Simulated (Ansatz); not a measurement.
# CdS (Hawleyite): how the settings move a single-point run

How sensitive is a single-point run of CdS (Hawleyite) to its settings? A reference run comes first, then one run with altered input.

Program: Ansatz 0.2.0. Level of theory: reference: DFT, PBEsol, all-electron PAW with datasets made for the crystal, scalar-relativistic. These are calculated values, not measurements.

1 further run of the same task is left out (it didn't finish).

## Step 1: The structure to begin with

It takes space group F-43m (No. 216, cubic). Conventional cell: a = 5.833 Å, b = 5.833 Å, c = 5.833 Å, α = 90.00°, β = 90.00°, γ = 90.00°. Around Cd (site symmetry -43m) lie 4 S at 2.53 Å. S (site symmetry -43m) is surrounded by 4 Cd at 2.53 Å.

As a file:

```xyz
2
Lattice="0.0000 2.9165 2.9165 2.9165 0.0000 2.9165 2.9165 2.9165 0.0000" Properties=species:S:1:pos:R:3 pbc="T T T"
Cd    0.0000    0.0000    0.0000
S     1.4583    1.4583    1.4583
```

## Step 2: Reference

input.yaml reads:

```yaml
crystal:
  lattice:
    - [0.0, 2.9165, 2.9165]
    - [2.9165, 0.0, 2.9165]
    - [2.9165, 2.9165, 0.0]
  atoms:
    - { symbol: Cd, position: [0.0, 0.0, 0.0] }
    - { symbol: S, position: [0.25, 0.25, 0.25] }
kpoints:
  mp_grid: { grid: [7, 7, 7] }
scf:
  occupations: { method: fermi_dirac, width: 0.03 }
hamiltonian:
  xc: pbesol
  pseudopotentials: { kind: all_electron, datasets: crystal }
output:
  forces: true
  stress: true
  eigenvalues: true
  efg: { contact_densities: true }
```

The run is started by

```
> ansatz run input.yaml --threads 1 --pin off --max-ram 2048MiB --backend cpu --events-out ev --progress --plain --runs-dir out
```

## Step 3: Changed: n_extra_bands 4, dispersion d3bj

Changes to input.yaml since step 2:

```diff
@@ -12,2 +12,3 @@
   occupations: { method: fermi_dirac, width: 0.03 }
+  n_extra_bands: 4
 hamiltonian:
@@ -15,2 +16,3 @@
   pseudopotentials: { kind: all_electron, datasets: crystal }
+  dispersion: d3bj
 output:
```

Q: Predict the outcome of this session. Wanted: for each run, ending; energy change; pressure; gap; force.

The runs gave:

| run | ending | energy change | pressure (GPa) | gap (eV) | force (eV/Å) | cycles | time |
| --- | --- | --- | --- | --- | --- | --- | --- |
| reference | converged | 0 | -0.2 | 1.00 | 0.00 | 8 | 5.9 s |
| 1: n_extra_bands 4, dispersion d3bj | converged | -272.3 meV/atom (offset of the dispersion model) | -2.0 | 1.00 | 0.00 | 8 | 5.9 s |

Residual by cycle in the longest SCF loop of each run; runs are numbered as in the table. The quantity is the density residual dr2, in eV.

| cycle | reference | run 1 |
| --- | --- | --- |
| 1 | 1.47 | 1.47 |
| 2 | 0.125 | 0.125 |
| 3 | 0.015 | 0.015 |
| 4 | 0.00141 | 0.00141 |
| 5 | 4.6e-5 | 4.6e-5 |
| 6 | 5.7e-6 | 5.7e-6 |
| 7 | 8.3e-8 | 8.3e-8 |
| 8 | 3.1e-9 | 3.1e-9 |

**Reading.** The energy moves by -272.3 meV/atom, nearly all of it the dispersion term itself (-272.3 meV/atom); that offset belongs to the model and is no gain or loss of stability; the pressure goes from -0.2 to -2.0 GPa.
